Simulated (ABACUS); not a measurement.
# Gd (Im-3m) in ABACUS: a series of runs

The runs below take Gd through single point, with PBE.

All numbers are computed with ABACUS 3.10.1; they aren't measurements. Logs are shortened: lines on timing, memory, paths and dates and some standing lists are left out, and cuts for length are marked.

## (1) The crystal as given

The structure is cubic, space group Im-3m (No. 229). The conventional cell has a = 4.050 Å, b = 4.050 Å, c = 4.050 Å, α = 90.00°, β = 90.00°, γ = 90.00°. Around Gd (site symmetry m-3m) lie 8 Gd at 3.51 Å.

This isn't the form of Gd at room conditions, which is hcp.

## (2) Single point, PBE, collinear spin, ferromagnetic start

INPUT

```
INPUT_PARAMETERS
suffix              Gd
calculation         scf
basis_type          lcao
pseudo_dir          ./
orbital_dir         ./
symmetry            1
dft_functional      pbe
ecutwfc             100
pseudo_rcut         10
nspin               2
nbands              10
ks_solver           genelpa
smearing_method     fd
smearing_sigma      0.00367493
scf_thr             1e-07
scf_nmax            100
mixing_type         broyden
mixing_beta         0.4
cal_force           1
cal_stress          1
out_mul             1
```

STRU

```
ATOMIC_SPECIES
Gd 157.2500 Gd.upf

NUMERICAL_ORBITAL
Gd_confined-atom_8au_3s2p2d1f.orb

LATTICE_CONSTANT
1.8897261246

LATTICE_VECTORS
-2.0250000000 2.0250000000 2.0250000000
2.0250000000 -2.0250000000 2.0250000000
2.0250000000 2.0250000000 -2.0250000000

ATOMIC_POSITIONS
Direct

Gd
0.0
1
0.0000000000 0.0000000000 0.0000000000 1 1 1 mag 0
```

KPT

```
K_POINTS
0
Gamma
9 9 9 0 0 0
```

Potentials or basis: PseudoDojo NC SR 0.4.1 PBE standard, lanthanides 3+ (f in core), DZP LCAO (the cutoffs set its grid).

On the command line:

```
> OMP_NUM_THREADS=1 mpirun -np 4 abacus > log
```

running log:

```text
ABACUS v3.10.1

               Atomic-orbital Based Ab-initio Computation at UStc

 ------------------------------------------------------------------------------------

 READING GENERAL INFORMATION
                           global_out_dir = OUT.Gd/
                           global_in_card = INPUT
                               pseudo_dir = ./
                              orbital_dir = ./
                                    DSIZE = 4
                                    GSIZE = 1

 READING UNITCELL INFORMATION
                                    ntype = 1
                  lattice constant (Bohr) = 1.88973
              lattice constant (Angstrom) = 1

 READING ATOM TYPE 1
                               atom label = Gd
                      L=0, number of zeta = 3
                      L=1, number of zeta = 2
                      L=2, number of zeta = 2
                      L=3, number of zeta = 1
             number of atom for this type = 1
               magnetization of element 1 = 0
          Autoset magnetism for this atom = 1

                        TOTAL ATOM NUMBER = 1
DIRECT COORDINATES
    atom                   x                   y                   z     mag                  vx                  vy                  vz
taud_Gd1            0.0000000000        0.0000000000        0.0000000000  1.0000        0.0000000000        0.0000000000        0.0000000000

                          Volume (Bohr^3) = 224.146
                             Volume (A^3) = 33.215

 Lattice vectors: (Cartesian coordinate: in unit of a_0)
               -2.025              +2.025              +2.025
               +2.025              -2.025              +2.025
               +2.025              +2.025              -2.025
 Reciprocal vectors: (Cartesian coordinate: in unit of 2 pi/a_0)
                   +0           +0.246914           +0.246914
            +0.246914                  +0           +0.246914
            +0.246914           +0.246914                  +0
 The esolver type has been set to : ksdft_lcao

                PAO radial cut off (Bohr) = 10

 Read in pseudopotential file is Gd.upf
                     pseudopotential type = NC
          exchange-correlation functional = PBE
                 nonlocal core correction = 1
                        valence electrons = 11
                                     lmax = 3
                           number of zeta = 4
                     number of projectors = 7
                           L of projector = 0
                           L of projector = 0
                           L of projector = 1
                           L of projector = 1
                           L of projector = 2
                           L of projector = 2
                           L of projector = 3
     initial pseudo atomic orbital number = 10
 The readin total magnetization is 1

 SETUP THE ELECTRONS NUMBER
            electron number of element Gd = 11
      total electron number of element Gd = 11
            AUTOSET number of electrons:  = 11
                           occupied bands = 6
                                   NLOCAL = 26
                                   NBANDS = 10
                                   NBANDS = 10
                                   NLOCAL = 26

%%%%%%%%%%%%%%%%%%%%%%%%%%%%%%%%%%%%%%%%%%%%%%%%%%%%%%%%%%%%%%%%%%%%%%%%%%%%%%%%%%%%%%%%%%%%%%%%%%%%%%%%%%
 Warning: the number of valence electrons in pseudopotential > 10 for Gd: [Xe] 4f7 5d1 6s2
 Pseudopotentials with additional electrons can yield (more) accurate outcomes, but may be less efficient.
 If you're confident that your chosen pseudopotential is appropriate, you can safely ignore this warning.
%%%%%%%%%%%%%%%%%%%%%%%%%%%%%%%%%%%%%%%%%%%%%%%%%%%%%%%%%%%%%%%%%%%%%%%%%%%%%%%%%%%%%%%%%%%%%%%%%%%%%%%%%%

 SETUP THE PLANE WAVE BASIS
 energy cutoff for charge/potential (unit:Ry) = 400
            fft grid for charge/potential = [ 45, 45, 45 ]
                        fft grid division = [ 3, 3, 3 ]
        big fft grid for charge/potential = [ 15, 15, 15 ]
                                     nbxx = 900
                                     nrxx = 24300

 SETUP PLANE WAVES FOR CHARGE/POTENTIAL
                    number of plane waves = 30117
                         number of sticks = 1315

 PARALLEL PW FOR CHARGE/POTENTIAL
     PROC   COLUMNS(POT)             PW
        1            329           7530
[... 54 lines left out ...]
                     BRAVAIS LATTICE NAME = 03. Cubic F (face-centered)
                                    ibrav = 3
                       right hand lattice = 1
(for k-lattice: )
                             BRAVAIS TYPE = 3
                     BRAVAIS LATTICE NAME = 03. Cubic F (face-centered)
                                    ibrav = 3
                       right hand lattice = 1
                        ROTATION MATRICES = 48
                               nkstot_ibz = 35
K-POINTS REDUCTION ACCORDING TO SYMMETRY
     IBZ    DIRECT_X    DIRECT_Y    DIRECT_Z  WEIGHT  ibz2bz
       1  0.00000000  0.00000000  0.00000000  0.0014       0
       2 -0.11111111  0.11111111  0.00000000  0.0165       1
       3 -0.22222222  0.22222222  0.00000000  0.0165       2
       4 -0.33333333  0.33333333  0.00000000  0.0165       3
       5 -0.44444444  0.44444444  0.00000000  0.0165       4
       6 -0.22222222  0.11111111  0.11111111  0.0329      10
[... 22 lines left out ...]
      29 -0.44444444  0.44444444  0.22222222  0.0329     203
      30 -0.44444444  0.33333333  0.33333333  0.0329     204
[... 5 further k points ...]

                               nkstot now = 35
[... K-POINTS DIRECT COORDINATES: 35 rows ...]

           k-point number in this process = 35
       minimum distributed K point number = 35
[... stars of the k points ...]
                             nks(nspin=2) = 70
                          nkstot(nspin=2) = 70

[... K-POINTS CARTESIAN COORDINATES: 70 rows ...]

[... K-POINTS DIRECT COORDINATES: 70 rows ...]

 SETUP PLANE WAVES FOR WAVE FUNCTIONS
     energy cutoff for wavefunc (unit:Ry) = 100
              fft grid for wave functions = [ 45, 45, 45 ]
                    number of plane waves = 5425
                         number of sticks = 411

 PARALLEL PW FOR WAVE FUNCTIONS
     PROC   COLUMNS(POT)             PW
        1            102           1354
        2            103           1357
        3            103           1357
        4            103           1357
 --------------- sum -------------------
        4            411           5425

 SET NONLOCAL PSEUDOPOTENTIAL PROJECTORS
 max number of nonlocal projetors among all species is 7

 -------------------------------------------
 SELF-CONSISTENT
 -------------------------------------------

 SETUP SEARCHING RADIUS FOR PROGRAM TO SEARCH ADJACENT ATOMS
                  longest orb rcut (Bohr) = 8
   longest nonlocal projector rcut (Bohr) = 2.54
                     search radius (Bohr) = 21.1
              searching radius is (Bohr)) = 21.1
         searching radius unit is (Bohr)) = 1.89
                         PeriodicBoundary = 1
                        Radius(unit:lat0) = 11.2
                                   glayer = [ 5, 5, 5 ]
                             glayer_minus = [ 4, 4, 4 ]

Find the coordinate range of the input atom(unit:lat0).
                                  min_tau = [ -24.3, -24.3, -24.3 ]
                                  max_tau = [ 24.3, 24.3, 24.3 ]
                                BoxNumber = [ 9, 9, 9 ]

 SETUP EXTENDED REAL SPACE GRID FOR GRID INTEGRATION
                          real space grid = [ 45, 45, 45 ]
                 big cell numbers in grid = [ 15, 15, 15 ]
             meshcell numbers in big cell = [ 3, 3, 3 ]
                        extended fft grid = [ 23, 23, 23 ]
                dimension of extened grid = [ 62, 62, 62 ]
                            UnitCellTotal = 125
              Atom number in sub-FFT-grid = 1
    Local orbitals number in sub-FFT-grid = 26
                                ParaV.nnr = 10985
                                 init_chg = atomic

 LCAO ALGORITHM --------------- ION=   1  ELEC=   1--------------------------------
          total magnetism (Bohr mag/cell) = 0.522764
       absolute magnetism (Bohr mag/cell) = 0.522764
                        nelec for spin up = 5.76138
                      nelec for spin down = 5.23862
[... 196 lines left out ...]
 Density error is 8.65502047251e-08
----------------------------------------------------------
     Energy           Rydberg                 eV
----------------------------------------------------------
 E_KohnSham     -83.1946146887       -1131.9208026802
 E_KS(sigma->0) -83.1939186682       -1131.9113328357
 E_Harris       -83.1946149635       -1131.9208064191
 E_band         -8.1664694158        -111.1105165975
 E_one_elec     -16.1134633714       -219.2349163647
 E_Hartree      11.0659015303        150.5593143189
 E_xc           -20.6094316199       -280.4057025724
 E_Ewald        -57.5362291867       -782.8205583730
 E_entropy(-TS) -0.0013920410        -0.0189396890
 E_descf        0.0000000000         0.0000000000
 E_exx          0.0000000000         0.0000000000
 E_Fermi        0.7604351308         10.3462507376
----------------------------------------------------------

 charge density convergence is achieved
 final etot is -1131.9208027 eV
 EFERMI = 10.346250738 eV

 STATE ENERGY(eV) AND OCCUPATIONS    NSPIN == 2
SPIN UP :
 1/35 kpoint (Cartesian) = 0.0000 0.0000 0.0000 (933 pws)
       1       -34.1230     0.00137174
       2       -11.4128     0.00137174
       3       -11.4128     0.00137174
       4       -11.4128     0.00137174
       5        5.33679     0.00137174
       6        11.7965    3.47177e-16
       7        11.7965    3.47177e-16
       8        11.7965    3.47177e-16
       9        14.0290    1.41004e-35
      10        14.0290    1.41004e-35
[... 49 lines left out ...]
 6/35 kpoint (Cartesian) = 0.054870 -0.027435 -0.027435 (941 pws)
       1       -34.1000      0.0329218
       2       -11.6609      0.0329218
       3       -11.4743      0.0329218
       4       -11.4351      0.0329218
       5        6.34621      0.0329218
       6        11.2184    8.75085e-10
       7        11.2479    4.85109e-10
       8        12.9135    1.65598e-24
       9        13.3379    3.40931e-28
      10        14.2314    5.91109e-36

[... levels at 64 further k points ...]

-------------------------------------------------
 Total Magnetism (uB)
-------------------------------------------------
                        Gd1         0.3865767696
-------------------------------------------------

 correction force for each atom along direction 1 is -3.41961e-14
 correction force for each atom along direction 2 is 8.28850e-15
 correction force for each atom along direction 3 is 8.25902e-15
------------------------------------------------------------------------------------------
 TOTAL-FORCE (eV/Angstrom)
------------------------------------------------------------------------------------------
                       Gd1         0.0000000000         0.0000000000         0.0000000000
------------------------------------------------------------------------------------------

----------------------------------------------------------------
 TOTAL-STRESS (KBAR)
----------------------------------------------------------------
        -1.5354787060         0.0000000000        -0.0000000000
         0.0000000000        -1.5354787060        -0.0000000000
        -0.0000000000        -0.0000000000        -1.5354787060
----------------------------------------------------------------
 TOTAL-PRESSURE: -1.535479 KBAR

 --------------------------------------------
 !FINAL_ETOT_IS -1131.9208026801766209 eV
 --------------------------------------------
```

Run time: 11 s. Hardware: 4 MPI ranks of AMD EPYC 7B13 (Zen 3), shared host; peak memory 0.44 GiB.

What came out:

```yaml
Free_energy: -1131.9208 eV
Band_gap_on_the_k_mesh: none (metal or under the smearing width)
Net_moment: 0.39 μB per cell
Absolute_moment: 0.39 μB per cell
Site_moments: Gd +0.39 μB
```

Caveat: the atomic orbitals were generated for these runs and aren't a published set; all typed moments are zero, and the program then starts from 1 μB on every atom; spin-orbit coupling is left out, which moves the levels of the heavy elements; the 4f electrons are frozen in the core as for a trivalent ion, so they carry no moment and show no levels; the basis of atomic orbitals isn't converged, which shifts pressures, moduli and gaps. The state reached can hang on the start; a lower one may exist.

## (3) Single point, PBE, collinear spin, ferromagnetic start (cell strained at random at fixed volume)

INPUT is that of step 2.

STRU

```
ATOMIC_SPECIES
Gd 157.2500 Gd.upf

NUMERICAL_ORBITAL
Gd_confined-atom_8au_3s2p2d1f.orb

LATTICE_CONSTANT
1.8897261246

LATTICE_VECTORS
-2.0439740000 1.9279020000 1.9662330000
2.0303520000 -2.0603860000 2.0850940000
2.0644940000 2.0809060000 -2.0987160000

ATOMIC_POSITIONS
Direct

Gd
0.0
1
0.0101080000 0.0085530000 0.0113870000 1 1 1 mag 0
```

KPT is that of step 2.

Potentials or basis: PseudoDojo NC SR 0.4.1 PBE standard, lanthanides 3+ (f in core), DZP LCAO (the cutoffs set its grid).

On the command line:

```
> OMP_NUM_THREADS=1 mpirun -np 4 abacus > log
```

It took 24 s on 4 MPI ranks of AMD EPYC 7B13 (Zen 3), shared host; peak memory 0.6 GiB.

It converged, with:

```
Free energy            : -1131.9149 eV
Band gap on the k mesh : none (metal or under the smearing width)
Net moment             : 0.00 μB per cell
Absolute moment        : 0.00 μB per cell
```

Caveat: the atomic orbitals were generated for these runs and aren't a published set; all typed moments are zero, and the program then starts from 1 μB on every atom; spin-orbit coupling is left out, which moves the levels of the heavy elements; the 4f electrons are frozen in the core as for a trivalent ion, so they carry no moment and show no levels; the basis of atomic orbitals isn't converged, which shifts pressures, moduli and gaps. The state reached can hang on the start; a lower one may exist.

## (4) Single point, PBE, collinear spin, ferromagnetic start

INPUT is that of step 3.

STRU

```
ATOMIC_SPECIES
Gd 157.2500 Gd.upf

NUMERICAL_ORBITAL
Gd_confined-atom_8au_2s1p1d.orb

LATTICE_CONSTANT
1.8897261246

LATTICE_VECTORS
-2.0250000000 2.0250000000 2.0250000000
2.0250000000 -2.0250000000 2.0250000000
2.0250000000 2.0250000000 -2.0250000000

ATOMIC_POSITIONS
Direct

Gd
0.0
1
0.0000000000 0.0000000000 0.0000000000 1 1 1 mag 0
```

KPT is that of step 3.

Potentials or basis: PseudoDojo NC SR 0.4.1 PBE standard, lanthanides 3+ (f in core), SZ LCAO (the cutoffs set its grid).

On the command line:

```
> OMP_NUM_THREADS=1 mpirun -np 4 abacus > log
```

It took 4.3 s on 4 MPI ranks of AMD EPYC 7B13 (Zen 3), shared host; peak memory 0.36 GiB.

These settings aren't checked as converged: the numbers below hold their error.

Results:

```yaml
Free_energy: -1131.3899 eV
Band_gap_on_the_k_mesh: none (metal or under the smearing width)
Net_moment: 0.20 μB per cell
Absolute_moment: 0.20 μB per cell
Site_moments: Gd +0.20 μB
```

Caveat: the atomic orbitals were generated for these runs and aren't a published set; all typed moments are zero, and the program then starts from 1 μB on every atom; spin-orbit coupling is left out, which moves the levels of the heavy elements; the 4f electrons are frozen in the core as for a trivalent ion, so they carry no moment and show no levels; the basis of atomic orbitals isn't converged, which shifts pressures, moduli and gaps.
